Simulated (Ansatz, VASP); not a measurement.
# CuO: VASP beside Ansatz

INCAR

```
PREC = Accurate
ENCUT = 520
EDIFF = 1E-6
ISMEAR = -1
SIGMA = 0.05
LREAL = False
LASPH = True
NELM = 80
ALGO = Normal
ISIF = 2
LWAVE = False
LCHARG = False
GGA = B5
ALDAX = 1.0
AGGAX = 1.0
AGGAC = 1.0
ALDAC = 0.0
NBANDS = 16
```

File KPOINTS:

```
Automatic mesh
0
Gamma
  10 10 10
```

Contents of POSCAR:

```
CuO
1.0
    0.0000000000      2.3578779885      2.3578779885
    2.3578779885      0.0000000000      2.3578779885
    2.3578779885      2.3578779885      0.0000000000
Cu O
1 1
Direct
    0.0000000000      0.0000000000      0.0000000000
    0.2500000000      0.2500000000      0.2500000000
```

The input input.yaml:

```yaml
crystal:
  lattice:
    - [0.0, 2.3578779885, 2.3578779885]
    - [2.3578779885, 0.0, 2.3578779885]
    - [2.3578779885, 2.3578779885, 0.0]
  atoms:
    - { symbol: Cu, position: [0.0, 0.0, 0.0] }
    - { symbol: O, position: [0.25, 0.25, 0.25] }
hamiltonian:
  xc: blyp
  pseudopotentials: { kind: paw }
kpoints:
  mp_grid: { grid: [10, 10, 10] }
scf:
  occupations: { method: fermi_dirac, width: 0.05 }
output:
  forces: true
  stress: true
  eigenvalues: true
```

Measurements of this composition are mostly on another form, of space group No. 15.

Alike in both runs: task single point; functional BLYP; k mesh 10 × 10 × 10; occupations fermi-dirac, width 0.05 eV; no spin polarisation.

|  | VASP | Ansatz |
| --- | --- | --- |
| version | VASP 6.6.1 | Ansatz 0.2.0 |
| potentials or method | VASP PAW PBE potentials, release 64 (Cu, O) | Ansatz PAW |
| plane-wave cutoff (eV) | 520 | 420 |
| valence electrons in the cell | 17 | 25 |

Ansatz gave:

```
gap on the k mesh at the Fermi level (eV) : none
pressure (GPa)                            : -8.7
```

Problem. Estimate VASP's values.

Solution. gap on the k mesh at the Fermi level (eV): none; pressure (GPa): -8.3.

A gap of «none» marks a metal or a gap that the smearing closes. With one functional, cell and mesh, what is left measures potentials, basis and numerics. The two sets of potentials don't hold the same shells in valence.

Caveats: an odd number of electrons without spin polarisation forces a metal; a magnetic or distorted state may lie lower; the run has no spin polarisation, though such a crystal can be magnetic; semilocal functionals often make such compounds metallic where correlation or magnetic order opens a gap, which also shifts bond lengths; the PAW data sets were made with another functional, which shifts forces and pressure a little (VASP); the pressure holds a Pulay correction of +0.7 GPa for the finite cutoff (Ansatz); the PAW data sets come from PBE, with cores solved anew for the run's functional, which leaves a small shift of forces and pressure (Ansatz).
